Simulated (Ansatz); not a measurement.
Input and command of a calculation in Ansatz (plane waves; scalar-relativistic PAW potentials unless the input names others):

```yaml
crystal:
  lattice:
    - [4.1475390023, 0.0, 0.0]
    - [-2.0737695011, 3.5918741392, 0.0]
    - [0.0, 0.0, 5.8030676319]
  atoms:
    - { symbol: Mn, position: [0.0, 0.0, 0.0], spin: 4.23 }
    - { symbol: Mn, position: [0.0, 0.0, 0.5], spin: 4.23 }
    - { symbol: Sb, position: [0.3333333333, 0.6666666667, 0.25], spin: -0.19 }
    - { symbol: Sb, position: [0.6666666667, 0.3333333333, 0.75], spin: -0.19 }
basis:
  ecutwfc: 500
kpoints:
  mp_grid: { grid: [12, 12, 8] }
hamiltonian:
  xc: r2scan
  hubbard: { sites: [{ species: Mn, l: d, u_eff: 40.0 }] }
scf:
  occupations: { method: gaussian, width: 0.1 }
  max_iter: 60
output:
  forces: true
  eigenvalues: true
  stress: true
magnetization:
  spin_polarized: true
```

```bash
ansatz run input.yaml --threads 1 --pin off --max-ram 2560MiB --backend cpu --events-out ev --progress --plain --runs-dir out
```

Abridged log:
```
Mn: projections on atomic orbitals take those of the free atom [Ne] 3s2 3p6 3d5 4s2, of charge +0.00 (hamiltonian.pseudopotentials.projection_atoms); the dataset's partial waves leave at most 9.0e-7 of an orbital's norm unspanned inside its sphere
Sb: projections on atomic orbitals take those of the free atom [Kr] 4d10 5s2 5p3, of charge +0.00 (hamiltonian.pseudopotentials.projection_atoms); the dataset's partial waves leave at most 3.6e-6 of an orbital's norm unspanned inside its sphere
Pseudopotentials: kind: paw
Pseudopotential: Mn, paw, valence charge 15, recommended cutoff 500 eV (meta_gga)
Pseudopotential: Sb, paw, valence charge 15, recommended cutoff 500 eV (meta_gga)
Functional definition: r2SCAN
Crystal: 4 atoms, lattice volume = 86.451 Å³
Basis set: ecut = 500 eV, 2175 PW (Γ), exchange–correlation on 128×128×180 points (64 copies of the dense FFT grid, shifted against one another)
Bands: 42, of which v1, the nominal top of the filled ones, is band 30 counted from 1 (29 counted from 0)
Symmetry: 24 space group operations
Space group: P63/mmc (ITA 194), of the structure as read, at distance tolerance 4.4e-5 Å
Magnetic group: BNS 194.263 (UNI 1493), of the structure as read, at distance tolerance 4.4e-5 Å
k-points: 95 of 1152
Initial density: superposition of atomic densities (chi_scale 0.1, normalization cell)
Starting moments: Σ|m| = 8.84 μB on 4 of 4 sites
Initial wavefunctions: pseudopotential atomic-orbital guess
Functional: x = r2scan, c = r2scan; τ floored in thin density (d = 2e-4 eV/Å³)
SCF iter   1: F=—  HF=-20795.528605 eV  |F-HF|=—  |Δ(HF+E_count)|=         —  Δρ=5.14e-2 (↑5.14e-2 ↓4.56e-2) dr2=3.44e-1  dr2_τ=4.34e-2  dr2_m=1.76e0  M=9.871 μB ∫|m|=10.319 μB  β_m=1.00  ethr=5.77e-4  ⟨swp⟩=2.1  Hψ=55583  notcnv=0
spin=Collinear: Kerker preconditioning applied to the charge; magnetization (m = ρ↑ − ρ↓) channel mixes plain (no charge-response kernel on spin).
SCF iter   2: F=—  HF=-20796.702888 eV  |F-HF|=—  |Δ(HF+E_count)|=    1.17e0  Δρ=1.16e-2 (↑7.01e-3 ↓1.16e-2) dr2=2.35e-1  dr2_τ=3.55e-3  dr2_m=7.20e-3  M=9.655 μB ∫|m|=10.505 μB  β_m=1.00  ethr=5.73e-4  ⟨swp⟩=4.9  Hψ=21599  notcnv=0  defer=71  κ⁻¹=1.0e0(r=1)
SCF iter   3: F=—  HF=-20798.507965 eV  |F-HF|=—  |Δ(HF+E_count)|=    1.81e0  Δρ=3.50e-3 (↑2.36e-3 ↓3.50e-3) dr2=3.95e-2  dr2_τ=3.10e-4  dr2_m=1.35e-3  M=9.584 μB ∫|m|=10.612 μB  β_m=1.00  ethr=3.91e-4  ⟨swp⟩=2.9  Hψ=16477  notcnv=0  defer=287  κ⁻¹=2.2e-2(r=2)
SCF iter   4: F=—  HF=-20799.334682 eV  |F-HF|=—  |Δ(HF+E_count)|=   8.27e-1  Δρ=1.68e-3 (↑1.16e-3 ↓1.68e-3) dr2=5.57e-3  dr2_τ=8.39e-5  dr2_m=3.15e-4  M=9.574 μB ∫|m|=10.669 μB  β_m=1.00  ethr=6.59e-5  ⟨swp⟩=2.6  Hψ=17283  notcnv=0  defer=348  κ⁻¹=9.5e-4(r=3)
SCF iter   5: F=—  HF=-20799.730201 eV  |F-HF|=—  |Δ(HF+E_count)|=   3.96e-1  Δρ=1.41e-3 (↑1.41e-3 ↓7.73e-4) dr2=1.68e-3  dr2_τ=3.92e-5  dr2_m=3.04e-4  M=9.582 μB ∫|m|=10.695 μB  β_m=1.00  ethr=9.28e-6  ⟨swp⟩=2.8  Hψ=17245  notcnv=0  defer=372  κ⁻¹=1.9e-4(r=4)
SCF iter   6: F=—  HF=-20799.921653 eV  |F-HF|=—  |Δ(HF+E_count)|=   1.91e-1  Δρ=4.04e-4 (↑2.72e-4 ↓4.04e-4) dr2=1.75e-4  dr2_τ=2.38e-5  dr2_m=2.93e-5  M=9.580 μB ∫|m|=10.704 μB  β_m=1.00  ethr=2.80e-6  ⟨swp⟩=2.8  Hψ=15068  notcnv=0  defer=382  κ⁻¹=4.0e-5(r=5)
SCF iter   7: F=—  HF=-20800.022322 eV  |F-HF|=—  |Δ(HF+E_count)|=   1.01e-1  Δρ=2.55e-4 (↑2.50e-4 ↓2.55e-4) dr2=9.47e-5  dr2_τ=8.51e-6  dr2_m=1.79e-5  M=9.581 μB ∫|m|=10.709 μB  β_m=1.20  ethr=2.91e-7  ⟨swp⟩=3.0  Hψ=16211  notcnv=0  defer=382
Mixer restart at iter 7: flushing history
spin-set hold released at iteration 7 (site moments contracting): the magnetisation degrees of freedom join the quasi-Newton model from the next iteration; the mixer history was flushed
SCF iter   8: F=—  HF=-20800.071158 eV  |F-HF|=—  |Δ(HF+E_count)|=   4.88e-2  Δρ=2.40e-4 (↑2.19e-4 ↓2.40e-4) dr2=1.05e-4  dr2_τ=4.19e-6  dr2_m=5.26e-6  M=9.583 μB ∫|m|=10.713 μB  β_m=1.20  ethr=1.58e-7  ⟨swp⟩=3.0  Hψ=14879  notcnv=0  defer=393  κ⁻¹=1.0e0(r=1)
SCF iter   9: F=—  HF=-20800.119305 eV  |F-HF|=—  |Δ(HF+E_count)|=   4.81e-2  Δρ=1.72e-4 (↑1.72e-4 ↓1.62e-4) dr2=6.81e-5  dr2_τ=1.22e-6  dr2_m=2.36e-7  M=9.587 μB ∫|m|=10.719 μB  β_m=1.20  ethr=1.58e-7  ⟨swp⟩=3.5  Hψ=18263  notcnv=0  defer=393  κ⁻¹=2.1e-4(r=2)
SCF iter  10: F=—  HF=-20800.119292 eV  |F-HF|=—  |Δ(HF+E_count)|=   1.31e-5  Δρ=8.40e-5 (↑4.47e-5 ↓8.40e-5) dr2=1.26e-5  dr2_τ=1.61e-7  dr2_m=6.58e-7  M=9.588 μB ∫|m|=10.717 μB  β_m=1.20  ethr=1.13e-7  ⟨swp⟩=2.5  Hψ=12112  notcnv=0  defer=393  κ⁻¹=1.1e-4(r=3)
SCF iter  11: F=—  HF=-20800.119292 eV  |F-HF|=—  |Δ(HF+E_count)|=   1.03e-7  Δρ=4.34e-5 (↑3.28e-5 ↓4.34e-5) dr2=4.17e-6  dr2_τ=8.22e-8  dr2_m=7.97e-8  M=9.588 μB ∫|m|=10.718 μB  β_m=1.20  ethr=2.10e-8  ⟨swp⟩=2.5  Hψ=11284  notcnv=0  defer=393  κ⁻¹=3.9e-5(r=4)
SCF iter  12: F=—  HF=-20800.119293 eV  |F-HF|=—  |Δ(HF+E_count)|=   9.00e-7  Δρ=2.39e-5 (↑2.39e-5 ↓2.17e-5) dr2=1.90e-6  dr2_τ=1.82e-8  dr2_m=3.62e-9  M=9.588 μB ∫|m|=10.718 μB  β_m=1.20  ethr=6.95e-9  ⟨swp⟩=2.5  Hψ=10234  notcnv=0  defer=393  κ⁻¹=2.2e-5(r=5)
SCF iter  13: F=—  HF=-20800.119294 eV  |F-HF|=—  |Δ(HF+E_count)|=   5.21e-7  Δρ=9.86e-6 (↑9.86e-6 ↓6.30e-6) dr2=2.74e-7  dr2_τ=3.20e-9  dr2_m=1.91e-8  M=9.587 μB ∫|m|=10.719 μB  β_m=1.20  ethr=3.17e-9  ⟨swp⟩=2.5  Hψ=13497  notcnv=0  defer=393  κ⁻¹=3.0e-6(r=6)
SCF iter  14: F=—  HF=-20800.119294 eV  |F-HF|=—  |Δ(HF+E_count)|=   2.55e-8  Δρ=5.96e-6 (↑5.23e-6 ↓5.96e-6) dr2=9.11e-8  dr2_τ=2.67e-9  dr2_m=8.04e-10  M=9.588 μB ∫|m|=10.718 μB  β_m=1.20  ethr=1.67e-10  ⟨swp⟩=12.7  Hψ=45473  notcnv=0  κ⁻¹=4.3e-7(r=7)
SCF iter  15: F=-20800.119294 eV  HF=-20800.119293 eV  |F-HF|=2.07e-8  |Δ(HF+E_count)|=   4.57e-8  Δρ=3.35e-6 (↑3.32e-6 ↓3.35e-6) dr2=2.05e-8  dr2_τ=4.20e-10  dr2_m=7.05e-10  M=9.588 μB ∫|m|=10.718 μB  ethr=1.52e-10  ⟨swp⟩=5.1  Hψ=29388  notcnv=0
SCF 1 converged in 15 iterations: F = -20800.119294 eV  dr2 = 2.05e-8
this state was not tested for a lower state beside it, because the mixer in use, unlike msr1, does not test its closes by its own steps (another_mixer; see scf.mixing.algorithm and scf.lower_state_search)
SCF converged after 15 iterations
Magnetization: 9.5879 μB (34.7939 up, 25.2061 down)
Absolute magnetization: 10.7255 μB (∫|ρ↑−ρ↓|, with the PAW one-centre terms)
Spin contamination: 0.4754 ħ² per cell (⟨S²⟩ above its minimum at these occupations)
Per-site moments (μB) at R_I (Å): [(4.83635790, 1.15490800), (4.83635790, 1.15490800), (-0.18727864, 1.15490800), (-0.18727864, 1.15490800)]
Free energy (F): -20800.119294 eV
Harris-Foulkes:  -20800.119293 eV  (|F-HF|=2.07e-8)
Internal energy: -20800.109467 eV  (E = F + TS)
E sigma→0 (E₀):  -20800.114380 eV
Entropy (-TS):   -0.009826 eV (-2.457 meV/atom)
Fermi energy:    12.743577 eV
--- Forces (eV/Å), atoms counted from 1 ---
  atom   1  Mn     0.00000000     0.00000000     0.00000000
  atom   2  Mn     0.00000000     0.00000000     0.00000000
  atom   3  Sb     0.00000000     0.00000000     0.00000000
  atom   4  Sb     0.00000000     0.00000000     0.00000000
--- Stress (GPa, compression-positive) ---
       29.884117       0.000000       0.000000
        0.000000      29.884117       0.000000
        0.000000       0.000000      28.949980
  P = ⅓ Tr σ = 29.5727 GPa (295.727 kbar)
Occupation matrices written to <dir>
```

Q: Find the fault.

A: The fault is an enormous or negative U (hamiltonian.hubbard: not typed → {"sites": [{"species": "Mn", "l": "d", "u_eff": 40.0}]}, the first being the value of the sound run). Setting it back cures it. The run converged all the same, with an energy at zero smearing 1.8 eV/atom above the reference's (the Hamiltonian itself differs), pressure 29.57 GPa, largest force 0.000 eV/Å, no gap on the mesh, so convergence alone doesn't show that an input is right. A reference run on usual settings, whose relaxation ended at this geometry, converged, and the end of its own relaxation has pressure 0.01 GPa, largest force 0.000 eV/Å, no gap on the mesh.

It took 2.6 min on 1 thread of Arm Neoverse V2 (shared host), peak memory 1.2 GiB.